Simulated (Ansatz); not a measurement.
Runs of Ansatz 0.2.0 on BN. It takes space group P6_3mc (No. 186, hexagonal). Conventional cell: a = 2.554 Å, b = 2.554 Å, c = 4.227 Å, α = 90.00°, β = 90.00°, γ = 120.00°. N (site symmetry 3m) has 4 B at 1.57 to 1.58 Å as nearest neighbours. B (site symmetry 3m) has 4 N at 1.57 to 1.58 Å as nearest neighbours. Measurements of this composition are mostly on another form, of space group No. 194.

| task | level | cell | k mesh | smearing | points for each segment of the path | atoms under strain | mesh quality | gap on the mesh (eV) | pressure (GPa) | relaxed volume (Å³/atom) | largest force (eV/Å) |
| --- | --- | --- | --- | --- | --- | --- | --- | --- | --- | --- | --- |
| phonons | PBE | as given | 9 × 9 × 5 | fixed | - | - | not flagged | 5.21 | - | - | - |
| band structure | PBEsol0 | as given | 6 × 6 × 3 | fermi-dirac 0.05 eV | 4 | - | coarse | (b) | (a) | - | 0.04 |
| relaxation of cell and atoms | BLYP+D3(BJ) | relaxed | 12 × 12 × 6 | fermi-dirac 0.05 eV | - | - | not flagged | 5.60 | 0.0 | 5.90 | - |
| relaxation of cell and atoms | BLYP+D4 | relaxed | 12 × 12 × 6 | fermi-dirac 0.05 eV | - | - | not flagged | 5.60 | 0.0 | 5.90 | - |
| single point | PBE | as given | 12 × 12 × 6 | gaussian 0.03 eV | - | - | not flagged | 5.21 | 0.0 | - | 0.02 |
| Born charges and dielectric tensor | LDA | as given | 12 × 12 × 6 | fixed | - | - | not flagged | 4.99 | - | - | - |
| single point | PBE | as given | 12 × 12 × 6 | gaussian 0.029 eV | - | - | not flagged | 5.21 | 0.0 | - | 0.02 |
| elastic constants | PBEsol | as given | 9 × 9 × 5 | fixed | - | clamped | not flagged | 4.99 | -5.9 | - | 0.01 |

Alike in all rows: potentials or basis Ansatz PAW; no spin polarisation; cutoff (eV) 420.

Task: Fill in the values left out.

Result: (a) -13.1; (b) 7.14.

Caveats: some runs use coarse meshes; the PAW data sets come from PBE, with cores solved anew for the run's functional, which leaves a small shift of forces and pressure (some runs); odd divisions of the mesh miss points on the zone boundary, where band edges often lie, so the gap on the mesh can be too wide (some runs); the plane-wave basis is chosen anew once the cell has moved, so the energies of steps on either side of that aren't comparable (some runs); the thresholds are loose for stress (some runs); the cell is more than 3 GPa from zero pressure, which shifts response properties (some runs).

A k mesh can miss the band edges.
